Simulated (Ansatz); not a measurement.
## SnO2 (Cassiterite) in Ansatz: the effect of functional

SnO2 (Cassiterite):

```
Sn O
1.0
     4.73800    0.00000    0.00000
     0.00000    4.73800    0.00000
     0.00000    0.00000    3.18650
Sn O
2 4
Direct
  0.50000 0.50000 0.50000
  0.00000 0.00000 0.00000
  0.80710 0.19290 0.50000
  0.69290 0.69290 0.00000
  0.19290 0.80710 0.50000
  0.30710 0.30710 0.00000
```

Alike in all runs:

```yaml
Program: Ansatz 0.2.0
Task: band structure
Potentials_or_basis: Ansatz PAW
k_mesh: 6 × 6 × 8
Occupations: fermi-dirac, width 0.05 eV
Spin: no spin polarisation
```

Question: One run gave: gap on the mesh 1.37 eV; pressure 15.4 GPa; largest force 0.31 eV/Å. Which functional did it use?
A. PBE
B. BLYP
C. RPBE
D. r2SCAN
E. revPBE

Answer: C.

```tsv
functional	cutoff	gap on the mesh (eV)	pressure (GPa)	largest force (eV/Å)
LDA	420 eV (not typed: the program's choice for these potentials)	1.13	-0.7	0.15
PBE	420 eV (not typed: the program's choice for these potentials)	1.28	11.1	0.28
PBEsol	420 eV (not typed: the program's choice for these potentials)	1.18	4.7	0.21
RPBE	420 eV (not typed: the program's choice for these potentials)	1.37	15.4	0.31
revPBE	420 eV (not typed: the program's choice for these potentials)	1.35	14.2	0.30
BLYP	420 eV (not typed: the program's choice for these potentials)	1.32	16.7	0.35
r2SCAN	500 eV (not typed: the program's choice for these potentials)	1.96	3.3	0.24
```

Caveats: spin-orbit coupling is left out, which moves the levels of the heavy elements; the PAW data sets come from PBE, with cores solved anew for the run's functional, which leaves a small shift of forces and pressure (some runs).

